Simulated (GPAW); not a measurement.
# HfO2 (Fm-3m) in GPAW: a series of runs, part 3 of 3

GPAW 26.7.0. The steps go on from the part before.

### Step 4. Optical spectrum by the Bethe-Salpeter equation, PBE

This run uses another cell than the first one, of 10.93 Å³/atom, 0.980 times its volume.

Contents of run.py:

```python
import numpy as np
from ase import Atoms
from ase.dft.bandgap import bandgap
from ase.io import write
from gpaw import GPAW, PW
from gpaw.response.bse import BSE

atoms = Atoms(['Hf', 'O', 'O'],
              cell=[[0.0, 2.5403350533, 2.5403350533],
                    [2.5403350533, 0.0, 2.5403350533],
                    [2.5403350533, 2.5403350533, 0.0]],
              scaled_positions=[[0.0, 0.0, 0.0],
                                [0.75, 0.75, 0.75],
                                [0.25, 0.25, 0.25]],
              pbc=True)

calc = GPAW(mode=PW(550),
            xc='PBE',
            kpts={'size': (7, 7, 7), 'gamma': True},
            occupations={'name': 'fermi-dirac', 'width': 0.001},
            nbands=24,
            convergence={'density': 1e-06},
            maxiter=150,
            txt='gpaw.txt')
atoms.calc = calc
energy = atoms.get_potential_energy()
calc.write('gs.gpw')
write('result.traj', atoms)
print(f'Energy: {energy:.6f} eV')
print('Fermi level:', round(calc.get_fermi_level(), 4), 'eV')
print(f'Gap: {bandgap(calc)[0]:.4f} eV, direct: {bandgap(calc, direct=True)[0]:.4f} eV')

dense = calc.fixed_density(kpts={'size': (5, 5, 5), 'gamma': True},
                           nbands=78, convergence={'bands': 72, 'eigenstates': 1e-7},
                           update_fermi_level=True, txt='dense.txt')
dense.write('dense.gpw', mode='all')
gap = bandgap(dense, direct=True)[0]
print(f'Direct gap on the dense mesh: {gap:.4f} eV')

bse = BSE('dense.gpw',
          ecut=40,
          valence_bands=range(9, 12),
          conduction_bands=range(12, 14),
          nbands=72,
          mode='BSE',
          integrate_gamma='sphere',
          direction=0,
          txt='bse.txt',
          eshift=1)
bse.get_dielectric_function(w_w=np.linspace(0, 14, 281), eta=0.1, filename='bse.csv', write_eig='eig.dat')
_, energies, weights = np.loadtxt('eig.dat', unpack=True)
bright = energies[weights > 1e-3 * weights.max()]
print(f'Lowest exciton {energies.min():.4f} eV, lowest bright one {bright.min():.4f} eV')
```

Potentials or basis: GPAW PAW data sets (gpaw-data 1.2.1), pw.

Run with:

```
OMP_NUM_THREADS=1 python run.py
```

gpaw.txt:

```text
__  _  _
 | _ |_)|_||  |
 |__||  | ||/\| - 26.7.0

Input parameters:
  mode=PW(ecut=550.0),
  convergence={'density': 1e-06},
  kpts=MonkhorstPack(size=(7, 7, 7), gamma=True),
  maxiter=150,
  nbands=24,
  occupations=Occupations(name='fermi-dirac', width=0.001),
  xc=XC(name='PBE')

Diagonalizing LCAO Hamiltonian
Converting LCAO to pw mode

                   O

           O

       Hf

Atoms  # Å, Bohr magnetons
|   | symbol |        x |        y |        z |    initial magnetic moments |
|---|--------|----------|----------|----------|-----------------------------|
| 0 |     Hf | 0.000000 | 0.000000 | 0.000000 | ( 0.0000,  0.0000,  0.0000) |
| 1 |      O | 3.810503 | 3.810503 | 3.810503 | ( 0.0000,  0.0000,  0.0000) |
| 2 |      O | 1.270168 | 1.270168 | 1.270168 | ( 0.0000,  0.0000,  0.0000) |

Unit cell  # Å
| periodic |        x |        y |        z |  lengths |    angles |
|----------|----------|----------|----------|----------|-----------|
|      yes | 0.000000 | 2.540335 | 2.540335 | 3.592576 | 60.000000 |
|      yes | 2.540335 | 0.000000 | 2.540335 | 3.592576 | 60.000000 |
|      yes | 2.540335 | 2.540335 | 0.000000 | 3.592576 | 60.000000 |

Number of symmetries: 48
Symmetry operations  # r_c * U_cc + t_c -> r_c
|    | kind |            matrix            |
|----|------|------------------------------|
|  0 |  σ   |  1, 0, 0,  1, 0,-1,  1,-1, 0 |
|  1 |  C2  |  1, 0, 0,  1,-1, 0,  1, 0,-1 |
|  2 |  E   |  1, 0, 0,  0, 1, 0,  0, 0, 1 |
|  3 |  σ   |  1, 0, 0,  0, 0, 1,  0, 1, 0 |
|  4 |  C4  |  1, 0,-1,  1, 0, 0,  1,-1, 0 |
|  5 |  S6  |  1, 0,-1,  1,-1, 0,  1, 0, 0 |
|  6 |  σ   |  1, 0,-1,  0, 1,-1,  0, 0,-1 |
|  7 |  C3  |  1, 0,-1,  0, 0,-1,  0, 1,-1 |
|  8 |  S6  |  1,-1, 0,  1, 0, 0,  1, 0,-1 |
|  9 |  C4  |  1,-1, 0,  1, 0,-1,  1, 0, 0 |
| 10 |  C3  |  1,-1, 0,  0,-1, 1,  0,-1, 0 |
| 11 |  σ   |  1,-1, 0,  0,-1, 0,  0,-1, 1 |
| 12 |  σ   |  0, 1, 0,  1, 0, 0,  0, 0, 1 |
| 13 |  C4  |  0, 1, 0,  0, 1,-1, -1, 1, 0 |
| 14 |  C3  |  0, 1, 0,  0, 0, 1,  1, 0, 0 |
| 15 |  S6  |  0, 1, 0, -1, 1, 0,  0, 1,-1 |
| 16 |  C2  |  0, 1,-1,  1, 0,-1,  0, 0,-1 |
| 17 |  σ   |  0, 1,-1,  0, 1, 0, -1, 1, 0 |
| 18 |  S4  |  0, 1,-1,  0, 0,-1,  1, 0,-1 |
| 19 |  C4  |  0, 1,-1, -1, 1, 0,  0, 1, 0 |
| 20 |  C3  |  0, 0, 1,  1, 0, 0,  0, 1, 0 |
| 21 |  σ   |  0, 0, 1,  0, 1, 0,  1, 0, 0 |
| 22 |  S6  |  0, 0, 1,  0,-1, 1, -1, 0, 1 |
| 23 |  C4  |  0, 0, 1, -1, 0, 1,  0,-1, 1 |
| 24 |  S4  |  0, 0,-1,  1, 0,-1,  0, 1,-1 |
| 25 |  C3  |  0, 0,-1,  0, 1,-1,  1, 0,-1 |
| 26 |  C2  |  0, 0,-1,  0,-1, 0, -1, 0, 0 |
| 27 |  S6  |  0, 0,-1, -1, 0, 0,  0,-1, 0 |
| 28 |  S4  |  0,-1, 1,  1,-1, 0,  0,-1, 0 |
| 29 |  C4  |  0,-1, 1,  0, 0, 1, -1, 0, 1 |
| 30 |  C2  |  0,-1, 1,  0,-1, 0,  1,-1, 0 |
| 31 |  σ   |  0,-1, 1, -1, 0, 1,  0, 0, 1 |
| 32 |  C3  |  0,-1, 0,  1,-1, 0,  0,-1, 1 |
| 33 |  S6  |  0,-1, 0,  0, 0,-1, -1, 0, 0 |
| 34 |  S4  |  0,-1, 0,  0,-1, 1,  1,-1, 0 |
| 35 |  C2  |  0,-1, 0, -1, 0, 0,  0, 0,-1 |
| 36 |  C2  | -1, 1, 0,  0, 1, 0,  0, 1,-1 |
| 37 |  S6  | -1, 1, 0,  0, 1,-1,  0, 1, 0 |
| 38 |  S4  | -1, 1, 0, -1, 0, 1, -1, 0, 0 |
| 39 |  C3  | -1, 1, 0, -1, 0, 0, -1, 0, 1 |
| 40 |  S6  | -1, 0, 1,  0, 0, 1,  0,-1, 1 |
| 41 |  C2  | -1, 0, 1,  0,-1, 1,  0, 0, 1 |
| 42 |  C3  | -1, 0, 1, -1, 1, 0, -1, 0, 0 |
| 43 |  S4  | -1, 0, 1, -1, 0, 0, -1, 1, 0 |
| 44 |  C2  | -1, 0, 0,  0, 0,-1,  0,-1, 0 |
| 45 |  i   | -1, 0, 0,  0,-1, 0,  0, 0,-1 |
| 46 |  σ   | -1, 0, 0, -1, 1, 0, -1, 0, 1 |
| 47 |  C2  | -1, 0, 0, -1, 0, 1, -1, 1, 0 |

BZ-sampling:
  Number of BZ points: 343
  Number of IBZ points: 20

  Monkhorst-Pack size: [7, 7, 7]
  Monkhorst-Pack shift: [0, 0, 0]

K-points  # in reciprocal-cell coordinates
|     |                                coordinates |     weight |
|-----|--------------------------------------------|------------|
|   0 | (  0.00000000,   0.00000000,   0.00000000) | 0.00291545 |
|   1 | (  0.14285714,   0.14285714,   0.00000000) | 0.01749271 |
|   2 | (  0.14285714,   0.14285714,   0.14285714) | 0.02332362 |
|   3 | (  0.28571429,   0.14285714,   0.14285714) | 0.03498542 |
|   4 | (  0.28571429,   0.28571429,   0.00000000) | 0.01749271 |
|   5 | (  0.28571429,   0.28571429,   0.14285714) | 0.06997085 |
|   6 | (  0.28571429,   0.28571429,   0.28571429) | 0.02332362 |
|   7 | (  0.42857143,  -0.28571429,  -0.28571429) | 0.03498542 |
|   8 | (  0.42857143,   0.28571429,  -0.42857143) | 0.13994169 |
|   9 | (  0.42857143,   0.28571429,  -0.28571429) | 0.06997085 |
| ... |                                            |            |
|  19 | (  0.42857143,   0.42857143,   0.42857143) | 0.02332362 |

Plane wave coefficients: 975
Cutoff: 550.0 eV

Spin-components: 1 (collinear spins)
Bands:           24
Projectors:      16
Spin-degeneracy: 2
Datatype:        complex128

Parallelization:
  kpt:    1
  domain: 1
  band:   1

Density:
  Valence electrons: 24.0
  Components: 1
  Grid points: [20 20 20]
  Charge: 0.0  # |e|

Potential:
  Grid points: [20 20 20]

species:
  Hf:
    name:    Hafnium
    Z:       72.0
    valence: 12
    core:    60
    charge:  0.0  # [|e|]
    compensation charges:
      type: gauss
      rc: 0.41  # [Å]
      lmax: 2
    cutoffs:
      filter: 2.36  # [Å]
      core: 4.02  # [Å]
    projectors
    | kind |    occ | energy [eV] | rcut [Å] |
    |------|--------|-------------|----------|
    |   5s |  2.000 |     -66.831 |    1.397 |
    |   6s |  2.000 |      -5.097 |    1.397 |
    |   5p |  6.000 |     -35.599 |    1.307 |
    |   6p |  0.000 |      -1.401 |    1.307 |
    |   5d |  2.000 |      -2.699 |    1.334 |
    |    d |        |      24.513 |    1.334 |

    Using partial waves for Hf as LCAO basis

  O:
    name:    Oxygen
    Z:       8.0
    valence: 6
    core:    2
    charge:  0.0  # [|e|]
    compensation charges:
      type: gauss
      rc: 0.21  # [Å]
      lmax: 2
    cutoffs:
      filter: 1.17  # [Å]
      core: 0.83  # [Å]
    projectors
    | kind |    occ | energy [eV] | rcut [Å] |
    |------|--------|-------------|----------|
    |   2s |  2.000 |     -23.961 |    0.688 |
    |   2p |  4.000 |      -9.029 |    0.598 |
    |    s |        |       3.251 |    0.688 |
    |    p |        |      18.182 |    0.598 |
    |    d |        |       0.000 |    0.619 |

    Using partial waves for O as LCAO basis

Reference energy: -413967.819878  # eV

eigensolver:
  PPCG
  Converge bands: occupied
  niter=2

density mixing:
  MSR1-Mixer
  Pratt-step length: 0.05
  Maximum mixing coefficient: 0.75
  Old densities: 10
  SVD Regularization: 0.005
  Good broyden scale: 1.0
  Trust region scale: 1.0
  Backstep threshold: 4.0
  History deletion threshold: 6.0
  Fourier metric: weight=20.0, sigma=0.015

occupation numbers:
  Fermi-Dirac:
    width: 0.0010  # eV

poisson solver:
  ecut: 4400.0  # eV

xc functional:
  name: PBE with 2 nearest neighbor stencil

convergence criteria:
- Maximum integral of absolute [dens]ity change: 1e-06 electrons / valence electron
- Maximum [total energy] change in last 3 cyles: 0.0005 eV / valence electron
- Maximum integral of absolute [eigenst]ate change: 4e-08 eV^2 / valence electron
maximum number of iterations: 150

SCF iterations
|iter     | |      energy | eigst |  dens |
|---------|-|-------------|-------|-------|
|iter:   1| |  -31.725808 | -0.21 |       |
|iter:   2| |  -30.627459 | -2.28 | -0.81 |
|iter:   3| |  -27.733583 | -1.22 | -0.86 |
|iter:   4| |  -27.726010 | -2.61 | -1.46 |
|iter:   5| |  -27.734993c| -3.16 | -1.71 |
|iter:   6| |  -27.734662c| -5.02 | -2.80 |
|iter:   7| |  -27.734697c| -5.87 | -3.29 |
|iter:   8| |  -27.734702c| -7.00 | -3.77 |
|iter:   9| |  -27.734702c| -7.57c| -4.65 |
|iter:  10| |  -27.734702c| -8.51c| -5.46 |
|iter:  11| |  -27.734702c| -9.49c| -6.15c|

Converged in 11 steps
Energy contributions relative to reference atoms: (reference = -413967.819878)

Energy contributions:
  Kinetic:          21.207879
  Coulomb:         -24.295635
  Zero:              0.042877
  External:          0.000000
  Xc:              -24.689822
  Entropy:          -0.000000
  Spinorbit:         0.000000
  ----------------------------
  Free energy:     -27.734702
  Extrapolated:    -27.734702

dipole moment: (-18.510851, -18.510851, -18.510851)  # |e|*Ang

Fermi level: 8.872
Eigenvalues  # (at kpt = [0.000, 0.000, 0.000])
| band index |      eig [eV] | occ [0-2] |
|------------|---------------|-----------|
|          0 |       -52.698 |     2.000 |
|        ... |               |           |
|          4 |       -10.315 |     2.000 |
|          5 |        -7.322 |     2.000 |
|          6 |         3.058 |     2.000 |
|          7 |         3.058 |     2.000 |
|          8 |         3.058 |     2.000 |
|          9 |         7.774 |     2.000 |
[... 8 lines left out ...]
|         18 |        22.521 |     0.000 |
|         19 |        22.521 |     0.000 |
|        ... |               |           |
|         23 |        33.147 |     0.000 |

Gap: 3.940 eV
Transition (v -> c):
  (s=0, k=15, n=11, [0.43, 0.43, -0.14]) -> (s=0, k=0, n=12, [0.00, 0.00, 0.00])
Direct/indirect transitions are different
Direct gap: 4.133 eV
Transition at: (s=0, k=15, n=11, [0.43, 0.43, -0.14])
# Writing to gs.gpw (mode='')
```

Wall time 3.3 min (1 thread of Arm Neoverse V1, shared host); peak memory 0.31 GiB.

Results:

```
Free energy                              : -27.7347 eV
Band gap on the k mesh, mean-field level : 3.94 eV, indirect (least direct gap 4.13 eV)
Exciton binding energy                   : 0.65 eV
```

Lowest exciton energies (eV): 4.74, 4.74, 4.92, 4.92, 4.92, 4.94, 4.94, 4.94

Caveat: the k mesh is coarse (spacing up to 0.43 Å⁻¹), so the values aren't converged; the band lists can cut through equal levels, which moves peak heights; on so coarse a mesh excitons come out too strongly bound; on this mesh the treatment of q = 0 moves the result by about a tenth of an eV; the long-wavelength limit can be off by several per cent where d states take part; the static dielectric constant lacks the antiresonant part and is too small; spectra need much finer meshes, so this one isn't converged; spin-orbit coupling is left out, which moves the levels of the heavy elements; an odd mesh through Γ misses points on the zone boundary, where band edges often lie.

### Step 5. Optical spectrum by the Bethe-Salpeter equation, PBE

This run uses another cell than the first one, of 11.38 Å³/atom, 1.020 times its volume.

Changes to run.py since step 4:

```diff
@@ -8,5 +8,5 @@
 atoms = Atoms(['Hf', 'O', 'O'],
-              cell=[[0.0, 2.5403350533, 2.5403350533],
-                    [2.5403350533, 0.0, 2.5403350533],
-                    [2.5403350533, 2.5403350533, 0.0]],
+              cell=[[0.0, 2.5744375797, 2.5744375797],
+                    [2.5744375797, 0.0, 2.5744375797],
+                    [2.5744375797, 2.5744375797, 0.0]],
               scaled_positions=[[0.0, 0.0, 0.0],
```

Potentials or basis: GPAW PAW data sets (gpaw-data 1.2.1), pw.

Run with:

```
OMP_NUM_THREADS=1 python run.py
```

gpaw.txt:

```text
__  _  _
 | _ |_)|_||  |
 |__||  | ||/\| - 26.7.0

Input parameters:
  mode=PW(ecut=550.0),
  convergence={'density': 1e-06},
  kpts=MonkhorstPack(size=(7, 7, 7), gamma=True),
  maxiter=150,
  nbands=24,
  occupations=Occupations(name='fermi-dirac', width=0.001),
  xc=XC(name='PBE')

Diagonalizing LCAO Hamiltonian
Converting LCAO to pw mode

                   O

           O

       Hf

Atoms  # Å, Bohr magnetons
|   | symbol |        x |        y |        z |    initial magnetic moments |
|---|--------|----------|----------|----------|-----------------------------|
| 0 |     Hf | 0.000000 | 0.000000 | 0.000000 | ( 0.0000,  0.0000,  0.0000) |
| 1 |      O | 3.861656 | 3.861656 | 3.861656 | ( 0.0000,  0.0000,  0.0000) |
| 2 |      O | 1.287219 | 1.287219 | 1.287219 | ( 0.0000,  0.0000,  0.0000) |

Unit cell  # Å
| periodic |        x |        y |        z |  lengths |    angles |
|----------|----------|----------|----------|----------|-----------|
|      yes | 0.000000 | 2.574438 | 2.574438 | 3.640805 | 60.000000 |
|      yes | 2.574438 | 0.000000 | 2.574438 | 3.640805 | 60.000000 |
|      yes | 2.574438 | 2.574438 | 0.000000 | 3.640805 | 60.000000 |

Number of symmetries: 48
Symmetry operations  # r_c * U_cc + t_c -> r_c
|    | kind |            matrix            |
|----|------|------------------------------|
|  0 |  σ   |  1, 0, 0,  1, 0,-1,  1,-1, 0 |
|  1 |  C2  |  1, 0, 0,  1,-1, 0,  1, 0,-1 |
|  2 |  E   |  1, 0, 0,  0, 1, 0,  0, 0, 1 |
|  3 |  σ   |  1, 0, 0,  0, 0, 1,  0, 1, 0 |
|  4 |  C4  |  1, 0,-1,  1, 0, 0,  1,-1, 0 |
|  5 |  S6  |  1, 0,-1,  1,-1, 0,  1, 0, 0 |
|  6 |  σ   |  1, 0,-1,  0, 1,-1,  0, 0,-1 |
|  7 |  C3  |  1, 0,-1,  0, 0,-1,  0, 1,-1 |
|  8 |  S6  |  1,-1, 0,  1, 0, 0,  1, 0,-1 |
|  9 |  C4  |  1,-1, 0,  1, 0,-1,  1, 0, 0 |
| 10 |  C3  |  1,-1, 0,  0,-1, 1,  0,-1, 0 |
| 11 |  σ   |  1,-1, 0,  0,-1, 0,  0,-1, 1 |
| 12 |  σ   |  0, 1, 0,  1, 0, 0,  0, 0, 1 |
| 13 |  C4  |  0, 1, 0,  0, 1,-1, -1, 1, 0 |
| 14 |  C3  |  0, 1, 0,  0, 0, 1,  1, 0, 0 |
| 15 |  S6  |  0, 1, 0, -1, 1, 0,  0, 1,-1 |
| 16 |  C2  |  0, 1,-1,  1, 0,-1,  0, 0,-1 |
| 17 |  σ   |  0, 1,-1,  0, 1, 0, -1, 1, 0 |
| 18 |  S4  |  0, 1,-1,  0, 0,-1,  1, 0,-1 |
| 19 |  C4  |  0, 1,-1, -1, 1, 0,  0, 1, 0 |
| 20 |  C3  |  0, 0, 1,  1, 0, 0,  0, 1, 0 |
| 21 |  σ   |  0, 0, 1,  0, 1, 0,  1, 0, 0 |
| 22 |  S6  |  0, 0, 1,  0,-1, 1, -1, 0, 1 |
| 23 |  C4  |  0, 0, 1, -1, 0, 1,  0,-1, 1 |
| 24 |  S4  |  0, 0,-1,  1, 0,-1,  0, 1,-1 |
| 25 |  C3  |  0, 0,-1,  0, 1,-1,  1, 0,-1 |
[... 92 lines left out ...]

    Using partial waves for Hf as LCAO basis

  O:
    name:    Oxygen
    Z:       8.0
    valence: 6
    core:    2
    charge:  0.0  # [|e|]
    compensation charges:
      type: gauss
      rc: 0.21  # [Å]
      lmax: 2
    cutoffs:
      filter: 1.17  # [Å]
      core: 0.83  # [Å]
    projectors
    | kind |    occ | energy [eV] | rcut [Å] |
    |------|--------|-------------|----------|
    |   2s |  2.000 |     -23.961 |    0.688 |
    |   2p |  4.000 |      -9.029 |    0.598 |
    |    s |        |       3.251 |    0.688 |
    |    p |        |      18.182 |    0.598 |
    |    d |        |       0.000 |    0.619 |

    Using partial waves for O as LCAO basis

Reference energy: -413967.819878  # eV

eigensolver:
  PPCG
  Converge bands: occupied
  niter=2

density mixing:
  MSR1-Mixer
  Pratt-step length: 0.05
  Maximum mixing coefficient: 0.75
  Old densities: 10
  SVD Regularization: 0.005
  Good broyden scale: 1.0
  Trust region scale: 1.0
  Backstep threshold: 4.0
  History deletion threshold: 6.0
  Fourier metric: weight=20.0, sigma=0.015

occupation numbers:
  Fermi-Dirac:
    width: 0.0010  # eV

poisson solver:
  ecut: 4400.0  # eV

xc functional:
  name: PBE with 2 nearest neighbor stencil

convergence criteria:
- Maximum integral of absolute [dens]ity change: 1e-06 electrons / valence electron
- Maximum [total energy] change in last 3 cyles: 0.0005 eV / valence electron
- Maximum integral of absolute [eigenst]ate change: 4e-08 eV^2 / valence electron
maximum number of iterations: 150

SCF iterations
|iter     | |      energy | eigst |  dens |
|---------|-|-------------|-------|-------|
|iter:   1| |  -31.732710 | -0.23 |       |
|iter:   2| |  -30.613166 | -2.29 | -0.81 |
|iter:   3| |  -27.715252 | -1.23 | -0.86 |
|iter:   4| |  -27.704418 | -2.55 | -1.45 |
|iter:   5| |  -27.713596c| -3.12 | -1.70 |
|iter:   6| |  -27.713068c| -4.86 | -2.73 |
|iter:   7| |  -27.713112c| -5.76 | -3.24 |
|iter:   8| |  -27.713117c| -7.03 | -3.72 |
|iter:   9| |  -27.713117c| -8.42c| -4.52 |
|iter:  10| |  -27.713117c| -8.69c| -5.39 |
|iter:  11| |  -27.713117c| -9.76c| -6.00 |
|iter:  12| |  -27.713117c|-10.63c| -6.76c|

Converged in 12 steps
Energy contributions relative to reference atoms: (reference = -413967.819878)

Energy contributions:
  Kinetic:          12.879497
  Coulomb:         -17.356414
  Zero:              0.021098
  External:          0.000000
  Xc:              -23.257298
  Entropy:          -0.000000
  Spinorbit:         0.000000
  ----------------------------
  Free energy:     -27.713117
  Extrapolated:    -27.713117

dipole moment: (-18.771905, -18.771905, -18.771905)  # |e|*Ang

Fermi level: 8.361
Eigenvalues  # (at kpt = [0.000, 0.000, 0.000])
| band index |      eig [eV] | occ [0-2] |
|------------|---------------|-----------|
|          0 |       -53.403 |     2.000 |
|        ... |               |           |
|          4 |       -10.571 |     2.000 |
|          5 |        -7.771 |     2.000 |
|          6 |         2.806 |     2.000 |
|          7 |         2.806 |     2.000 |
|          8 |         2.806 |     2.000 |
|          9 |         7.293 |     2.000 |
[... 8 lines left out ...]
|         18 |        21.702 |     0.000 |
|         19 |        21.702 |     0.000 |
|        ... |               |           |
|         23 |        32.019 |     0.000 |

Gap: 3.841 eV
Transition (v -> c):
  (s=0, k=15, n=11, [0.43, 0.43, -0.14]) -> (s=0, k=0, n=12, [0.00, 0.00, 0.00])
Direct/indirect transitions are different
Direct gap: 4.011 eV
Transition at: (s=0, k=15, n=11, [0.43, 0.43, -0.14])
# Writing to gs.gpw (mode='')
```

Wall time 3.4 min (1 thread of Arm Neoverse V1, shared host); peak memory 0.31 GiB.

What came out:

```yaml
Free_energy: -27.7131 eV
Band_gap_on_the_k_mesh_mean-field_level: 3.84 eV, indirect (least direct gap 4.01 eV)
Exciton_binding_energy: 0.64 eV
```

Lowest exciton energies (eV): 4.62, 4.62, 4.79, 4.79, 4.79, 4.81, 4.82, 4.82

Caveat: the k mesh is coarse (spacing up to 0.42 Å⁻¹), so the values aren't converged; the band lists can cut through equal levels, which moves peak heights; on so coarse a mesh excitons come out too strongly bound; on this mesh the treatment of q = 0 moves the result by about a tenth of an eV; the long-wavelength limit can be off by several per cent where d states take part; the static dielectric constant lacks the antiresonant part and is too small; spectra need much finer meshes, so this one isn't converged; spin-orbit coupling is left out, which moves the levels of the heavy elements; an odd mesh through Γ misses points on the zone boundary, where band edges often lie.
